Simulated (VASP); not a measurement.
# Band edges against the vacuum: F-terminated Si(111), part 2 of 3

Aim: ionisation energy and electron affinity of F-terminated Si(111), from a slab and a bulk run lined up through core potentials.

VASP 6.6.1, plane waves and PAW; the level of theory is named at each step.

So far, gap on the k-mesh (eV): step 3 (band edges of the bulk) 0.466.

### 4. Surface relaxation

This step: PBEsol; plane waves and PAW (Si, H, F) (VASP 6.6.1).

System of this step: F-terminated Si(111). The cell holds 12 atoms: 10 Si, 1 H and 1 F. Its edges and angles: a = 3.847 Å, b = 3.847 Å, c = 32.478 Å, α = 90.0°, β = 90.0°, γ = 60.0°. It derives from Si. 10 layers of Si at this functional's lattice, F on top and H below. Vacuum lies along c.

All atoms relax at the fixed cell.

The input, INCAR:

```
SYSTEM = Si10HF
PREC = Normal
ENCUT = 440
EDIFF = 1E-05
NELM = 120
ISMEAR = 0
SIGMA = 0.03
LREAL = .FALSE.
ALGO = Fast
GGA = PS
NBANDS = 36
LORBIT = 11
LWAVE = .FALSE.
LCHARG = .FALSE.
KPAR = 4
LASPH = .TRUE.
IBRION = 2
NSW = 60
ISIF = 2
EDIFFG = -0.03
POTIM = 0.4
MAXMIX = 40
IDIPOL = 3
LDIPOL = .TRUE.
DIPOL = 0.5 0.5 0.498
```

The input, POSCAR:

```
Si10HF
1.0
    3.8465850462      0.0000000000      0.0000000000
    1.9232925231      3.3312403679      0.0000000000
    0.0000000000      0.0000000000     32.4780750386
Si H F
10 1 1
Direct
    0.3333333300      0.3333333300      0.2915813200
    0.6666666700      0.6666666700      0.3157570400
    0.6666666700      0.6666666700      0.3882842000
    0.0000000000      0.0000000000      0.4124599300
    0.0000000000      0.0000000000      0.4849870900
    0.3333333300      0.3333333300      0.5091628100
    0.3333333300      0.3333333300      0.5816899700
    0.6666666700      0.6666666700      0.6058656900
    0.6666666700      0.6666666700      0.6783928600
    0.0000000000      0.0000000000      0.7025685800
    0.3333333300      0.3333333300      0.2463200200
    0.0000000000      0.0000000000      0.7536799800
```

The input, KPOINTS:

```
Automatic mesh
0
Gamma
9 9 1
0 0 0
```

The projector-augmented-wave data sets are Si, H and F (PBE family, release 64).

On the command line:

```sh
$ mpirun -np 4 vasp_std
```

The log of the run:

```text
[banner, memory and clock lines left out]
running    4 mpi-ranks, on    1 nodes
 distrk:  each k-point on    1 cores,    4 groups
 distr:  one band on    1 cores,    1 groups

 POSCAR found type information on POSCAR SiH F
 POSCAR found :  3 types and      12 ions
 [... a notice as in an earlier step ...]

 LDA part: xc-table for (Slater+PW92), standard interpolation
 POSCAR, INCAR and KPOINTS ok, starting setup
 FFT: planning ... GRIDC
 FFT: planning ... GRID_SOFT
 FFT: planning ... GRID
 WAVECAR not read
 entering main loop
       N       E                     dE             d eps       ncg     rms          rms(c)
DAV:   1     0.217792475194E+03    0.21779E+03   -0.15707E+04   872   0.901E+02
DAV:   2    -0.422774275334E+02   -0.26007E+03   -0.24556E+03  1176   0.185E+02
DAV:   3    -0.670510367760E+02   -0.24774E+02   -0.24412E+02  1024   0.591E+01
DAV:   4    -0.677933728178E+02   -0.74234E+00   -0.73939E+00  1192   0.116E+01
DAV:   5    -0.678242145121E+02   -0.30842E-01   -0.30832E-01  1240   0.230E+00    0.127E+01
RMM:   6    -0.663736491762E+02    0.14506E+01   -0.26890E+00   864   0.595E+00    0.732E+00
RMM:   7    -0.659448684720E+02    0.42878E+00   -0.87581E-01   867   0.317E+00    0.206E+00
RMM:   8    -0.659308935528E+02    0.13975E-01   -0.19519E-01   904   0.166E+00    0.398E-01
RMM:   9    -0.659319502990E+02   -0.10567E-02   -0.31639E-02   956   0.758E-01    0.226E-01
RMM:  10    -0.659326246977E+02   -0.67440E-03   -0.95515E-03   970   0.389E-01    0.135E-01
RMM:  11    -0.659329718109E+02   -0.34711E-03   -0.26616E-03   999   0.198E-01    0.612E-02
RMM:  12    -0.659329695412E+02    0.22698E-05   -0.83223E-04   896   0.112E-01    0.255E-02
RMM:  13    -0.659330925052E+02   -0.12296E-03   -0.26585E-04   933   0.560E-02    0.237E-02
RMM:  14    -0.659332172837E+02   -0.12478E-03   -0.11007E-04   779   0.380E-02    0.200E-02
RMM:  15    -0.659333169575E+02   -0.99674E-04   -0.45966E-05   671   0.219E-02    0.150E-02
RMM:  16    -0.659334467755E+02   -0.12982E-03   -0.35966E-05   664   0.189E-02    0.504E-03
RMM:  17    -0.659334873210E+02   -0.40546E-04   -0.10706E-05   604   0.101E-02    0.232E-03
RMM:  18    -0.659335260628E+02   -0.38742E-04   -0.76170E-06   587   0.825E-03    0.642E-03
RMM:  19    -0.659335454206E+02   -0.19358E-04   -0.19461E-06   483   0.527E-03    0.369E-03
RMM:  20    -0.659335604587E+02   -0.15038E-04   -0.18135E-06   439   0.445E-03    0.128E-03
RMM:  21    -0.659335644758E+02   -0.40171E-05   -0.66972E-07   391   0.365E-03
   1 F= -.65933564E+02 E0= -.65933564E+02  d E =-.659336E+02
 curvature:   0.00 expect dE= 0.000E+00 dE for cont linesearch  0.000E+00
 trial: gam= 0.00000 g(F)=  0.133E+00 g(S)=  0.000E+00 ort = 0.000E+00 (trialstep = 0.100E+01)
 search vector abs. value=  0.133E+00
 bond charge predicted
       N       E                     dE             d eps       ncg     rms          rms(c)
DAV:   1    -0.658881282127E+02    0.45432E-01   -0.18284E+01   944   0.214E+01    0.224E+00
RMM:   2    -0.659285125975E+02   -0.40384E-01   -0.64075E-01   942   0.380E+00    0.945E-01
RMM:   3    -0.659344808190E+02   -0.59682E-02   -0.90093E-02   903   0.156E+00    0.367E-01
RMM:   4    -0.659345150858E+02   -0.34267E-04   -0.19642E-02   943   0.724E-01    0.182E-01
RMM:   5    -0.659372509112E+02   -0.27358E-02   -0.62489E-03   917   0.353E-01    0.883E-02
RMM:   6    -0.659379612136E+02   -0.71030E-03   -0.11547E-03   941   0.155E-01    0.463E-02
RMM:   7    -0.659386303636E+02   -0.66915E-03   -0.76966E-04   851   0.116E-01    0.455E-02
RMM:   8    -0.659387561374E+02   -0.12577E-03   -0.23645E-04   838   0.623E-02    0.209E-02
RMM:   9    -0.659389099639E+02   -0.15383E-03   -0.65558E-05   750   0.324E-02    0.151E-02
RMM:  10    -0.659389350064E+02   -0.25042E-04   -0.23024E-05   642   0.196E-02    0.863E-03
RMM:  11    -0.659389941173E+02   -0.59111E-04   -0.94128E-06   580   0.114E-02    0.410E-03
RMM:  12    -0.659390021589E+02   -0.80416E-05   -0.32392E-06   543   0.822E-03
   2 F= -.65939002E+02 E0= -.65939002E+02  d E =-.543768E-02
[... from here on, the cycles between the ionic steps are left out ...]
   3 F= -.65969915E+02 E0= -.65969915E+02  d E =-.363502E-01
   4 F= -.65974521E+02 E0= -.65974521E+02  d E =-.460676E-02
   5 F= -.65974534E+02 E0= -.65974534E+02  d E =-.461934E-02
   6 F= -.65976421E+02 E0= -.65976421E+02  d E =-.188736E-02
   7 F= -.65976794E+02 E0= -.65976794E+02  d E =-.225962E-02
   8 F= -.65977407E+02 E0= -.65977407E+02  d E =-.612964E-03
   9 F= -.65977412E+02 E0= -.65977412E+02  d E =-.618846E-03
  10 F= -.65977896E+02 E0= -.65977896E+02  d E =-.483880E-03
  11 F= -.65977925E+02 E0= -.65977925E+02  d E =-.512898E-03
  12 F= -.65978144E+02 E0= -.65978144E+02  d E =-.218762E-03
  13 F= -.65978178E+02 E0= -.65978178E+02  d E =-.252649E-03
  14 F= -.65978367E+02 E0= -.65978367E+02  d E =-.189152E-03
  15 F= -.65978438E+02 E0= -.65978438E+02  d E =-.260099E-03
  16 F= -.65978564E+02 E0= -.65978564E+02  d E =-.126239E-03
  17 F= -.65978611E+02 E0= -.65978611E+02  d E =-.172948E-03
  18 F= -.65978708E+02 E0= -.65978708E+02  d E =-.970887E-04
  19 F= -.65978792E+02 E0= -.65978792E+02  d E =-.181000E-03
 curvature:  -2.91 expect dE=-0.483E-03 dE for cont linesearch -0.173E-05
 trial: gam= 0.58570 g(F)=  0.166E-03 g(S)=  0.000E+00 ort = 0.215E-04 (trialstep = 0.711E+00)
 search vector abs. value=  0.457E-03
 bond charge predicted
       N       E                     dE             d eps       ncg     rms          rms(c)
DAV:   1    -0.659788879126E+02   -0.10097E-03   -0.34480E-03   936   0.290E-01    0.196E-02
RMM:   2    -0.659789117533E+02   -0.23841E-04   -0.16400E-04   880   0.623E-02    0.197E-02
RMM:   3    -0.659789075135E+02    0.42398E-05   -0.27128E-05   618   0.277E-02
  20 F= -.65978908E+02 E0= -.65978908E+02  d E =-.115475E-03
 trial-energy change:   -0.000115  1 .order   -0.000095   -0.000127   -0.000062
 step:   1.3908(harm=  1.3908)  dis= 0.00259  next Energy=   -65.978916 (dE=-0.124E-03)
 reached required accuracy - stopping structural energy minimisation
```

Run time: 3.4 min. Hardware: 4 MPI ranks of AMD EPYC 7R43, shared host; peak memory 1.3 GiB.

Parts of OUTCAR (step 4):

```text
  LATTYP: Found a hexagonal cell.
 ALAT       =     3.8465850463
 C/A-ratio  =     8.4433529086

 Subroutine GETGRP returns: Found  6 space group operations
 (whereof  6 operations were pure point group operations)

The static configuration has the point symmetry C_3v.

 Found     12 irreducible k-points:

   k-points           NKPTS =     12   k-points in BZ     NKDIM =     12   number of bands    NBANDS=     36

   dimension x,y,z NGX =    20 NGY =   20 NGZ =  168
   dimension x,y,z NGXF=    40 NGYF=   40 NGZF=  336

   ENCUT  =  440.0 eV  32.34 Ry    5.69 a.u.   6.58  6.58 55.55*2*pi/ulx,y,z

   NELECT =      48.0000    total number of electrons

 dipolmoment           0.000000      0.000000      0.144842 electrons x Angstroem

 E-fermi :   0.2582

 k-point     1 :       0.0000    0.0000    0.0000
  band No.  band energies     occupation
    ...
     20      -0.5503      2.00000
     21      -0.1935      2.00000
     22      -0.1935      2.00000
     23       0.0634      2.00000
     24       0.0634      2.00000
     25       1.5313      0.00000
     26       1.6597      0.00000
     27       1.8784      0.00000
     28       2.2283      0.00000
     29       2.5018      0.00000
    ...

 k-point     2 :       0.1111   -0.0000    0.0000
  band No.  band energies     occupation
    ...
     20      -0.9380      2.00000
     21      -0.7907      2.00000
     22      -0.7052      2.00000
     23      -0.3892      2.00000
     24      -0.1114      2.00000
     25       1.9923      0.00000
     26       2.2312      0.00000
     27       2.2651      0.00000
     28       2.4911      0.00000
     29       2.8170      0.00000
    ...

  Total       -0.3092638     -0.3092638     -0.8243282      0.0000000     -0.0000000      0.0000000
  in kB       -1.1906062     -1.1906062     -3.1735047      0.0000000     -0.0000000      0.0000000
  external PRESSURE =      -1.8515723 kB  Pullay stress =       0.0000000 kB

  energy-cutoff  :      440.00
  volume of cell :      416.17
      direct lattice vectors                 reciprocal lattice vectors
     3.846585046  0.000000000  0.000000000     0.259970854 -0.150094243  0.000000000
     1.923292523  3.331240368  0.000000000     0.000000000  0.300188485  0.000000000
     0.000000000  0.000000000 32.478075039     0.000000000  0.000000000  0.030790002

 POSITION                                       TOTAL-FORCE (eV/Angst)
 -----------------------------------------------------------------------------------
      1.92329      1.11041      9.50061         0.000000     -0.000000      0.006739
      3.84659      2.22083     10.26096         0.000000     -0.000000      0.012839
      3.84659      2.22083     12.61408         0.000000      0.000000      0.011079
      1.92329      3.33124     13.40190        -0.000000     -0.000000      0.012034
      0.00000      0.00000     15.76011         0.000000     -0.000000     -0.018204
      1.92329      1.11041     16.54664         0.000000      0.000000     -0.020533
      1.92329      1.11041     18.90033         0.000000      0.000000      0.008464
      3.84659      2.22083     19.68547         0.000000      0.000000     -0.003695
      3.84659      2.22083     22.04325         0.000000      0.000000     -0.011390
      0.00000      0.00000     22.79697        -0.000000      0.000000     -0.001761
      1.92329      1.11041      7.99179         0.000000      0.000000      0.006715
      1.92329      3.33124     24.41635        -0.000000      0.000000     -0.002285
 -----------------------------------------------------------------------------------
    total drift:                                0.000341      0.000197      0.003251

  FREE ENERGIE OF THE ION-ELECTRON SYSTEM (eV)
  ---------------------------------------------------
  free  energy   TOTEN  =       -65.9789075135 eV

  energy  without entropy=      -65.9789075135  energy(sigma->0) =      -65.97890751

 vacuum level on the upper side and lower side of the slab         6.392         4.342

 total charge
# of ion       s       p       d       tot
------------------------------------------
    1        0.744   0.964   0.000   1.708
    2        0.748   0.952   0.000   1.700
    3        0.750   0.937   0.000   1.687
    4        0.752   0.935   0.000   1.686
    5        0.752   0.934   0.000   1.686
    6        0.752   0.935   0.000   1.687
    7        0.752   0.935   0.000   1.687
    8        0.751   0.932   0.000   1.684
    9        0.755   0.969   0.000   1.724
   10        0.738   0.905   0.000   1.642
   11        0.546   0.013   0.000   0.559
   12        1.763   4.368   0.000   6.131
--------------------------------------------------
tot          9.802  13.779   0.000  23.582

[... 1 part as in an earlier step ...]

[... 7 further parts left out ...]
```

CONTCAR:

```
Si10HF
   1.00000000000000
     3.8465850462000000    0.0000000000000000    0.0000000000000000
     1.9232925231000000    3.3312403679000000    0.0000000000000000
     0.0000000000000000    0.0000000000000000   32.4780750385999966
  Si              H               F
    10     1     1
Direct
     0.3333333300000021    0.3333333300000021    0.2925237823191003
     0.6666666699999979    0.6666666699999979    0.3159350308485413
     0.6666666699999979    0.6666666699999979    0.3883875331760450
     0.0000000000000000    1.0000000000000000    0.4126445606086200
     0.0000000000000000    0.0000000000000000    0.4852538422542779
     0.3333333300000021    0.3333333300000021    0.5094709806287647
     0.3333333300000021    0.3333333300000021    0.5819411690929113
     0.6666666699999979    0.6666666699999979    0.6061156014232051
     0.6666666699999979    0.6666666699999979    0.6787116634133360
     0.0000000000000000    0.0000000000000000    0.7019188365129164
     0.3333333300000021    0.3333333300000021    0.2460671217491974
     0.0000000000000000    1.0000000000000000    0.7517793679730804
```

The run keeps the 6 symmetry operations of its start, so it cannot find a distortion of lower symmetry.

The steps of the relaxation:

| step | energy less that of the first step (eV) | largest force (eV/Å) |
| --- | --- | --- |
| 1 | 0.0000 | 1.2090 |
| 2 | -0.0054 | 1.7134 |
| 3 | -0.0364 | 0.3584 |
| 4 | -0.0410 | 0.1914 |
| 5 | -0.0410 | 0.1963 |
| 6 | -0.0429 | 0.0790 |
| 7 | -0.0432 | 0.1176 |
| 8 | -0.0438 | 0.0908 |
| 9 | -0.0438 | 0.0845 |
| 10 | -0.0443 | 0.0390 |
| 11 | -0.0444 | 0.0548 |
| 12 | -0.0446 | 0.0484 |
| 13 | -0.0446 | 0.0562 |
| 14 | -0.0448 | 0.0323 |
| 15 | -0.0449 | 0.0428 |
| 16 | -0.0450 | 0.0323 |
| 17 | -0.0450 | 0.0332 |
| 18 | -0.0451 | 0.0323 |
| 19 | -0.0452 | 0.0329 |
| 20 | -0.0453 | 0.0205 |

The atoms that moved most (Å):

| atom | dx | dy | dz | length |
| --- | --- | --- | --- | --- |
| F12 | 0.000 | 0.000 | -0.062 | 0.062 |
| Si1 | 0.000 | 0.000 | 0.031 | 0.031 |
| Si10 | 0.000 | 0.000 | -0.021 | 0.021 |
| Si9 | 0.000 | 0.000 | 0.010 | 0.010 |
| Si6 | 0.000 | 0.000 | 0.010 | 0.010 |
| Si5 | 0.000 | 0.000 | 0.009 | 0.009 |
| H11 | 0.000 | 0.000 | -0.008 | 0.008 |
| Si7 | 0.000 | 0.000 | 0.008 | 0.008 |

The relaxed structure:

```xyz
12
Lattice="3.8466 0.0000 0.0000 1.9233 3.3312 0.0000 0.0000 0.0000 32.4781" Properties=species:S:1:pos:R:3
Si    1.9233    1.1104    9.5006
Si    3.8466    2.2208   10.2610
Si    3.8466    2.2208   12.6141
Si    0.0000    0.0000   13.4019
Si    0.0000    0.0000   15.7601
Si    1.9233    1.1104   16.5466
Si    1.9233    1.1104   18.9003
Si    3.8466    2.2208   19.6855
Si    3.8466    2.2208   22.0432
Si    0.0000    0.0000   22.7970
H     1.9233    1.1104    7.9918
F     0.0000    0.0000   24.4163
```

This step gave:

| Item | Value |
| --- | --- |
| electronic cycles | 113 |
| electrons | 48 |
| free energy (TOTEN) | -65.9789 eV |
| Fermi energy | 0.2582 eV |
| dipole moment | 0, 0, 0.1448 e·Å |
| gap on the k-mesh | 0.6869 eV |
| least direct gap on the k-mesh | 1.468 eV |

The run ended after 20 ionic steps, 0.045 eV below its first step, once the forces on the free atoms met EDIFFG = -0.03.

VASP counts the dipole in electrons times Å, so a positive number points the physical dipole along −c.

(Continued in part 3 of 3.)

[Lines on the potential files, build, host, timing and source positions are cut from VASP's logs without a mark.]

[Logs are printed without paths, hosts, clocks, repeated set-up lines and the standing remarks that a program may print on its own settings, such as how far it seeks lower states.]

[Hosts, paths, dates, database ids (printed as entryN), source tags and the programs' standing remarks are cut or masked in the printed files.]

[Runs that stopped without an error message from VASP are left out.]
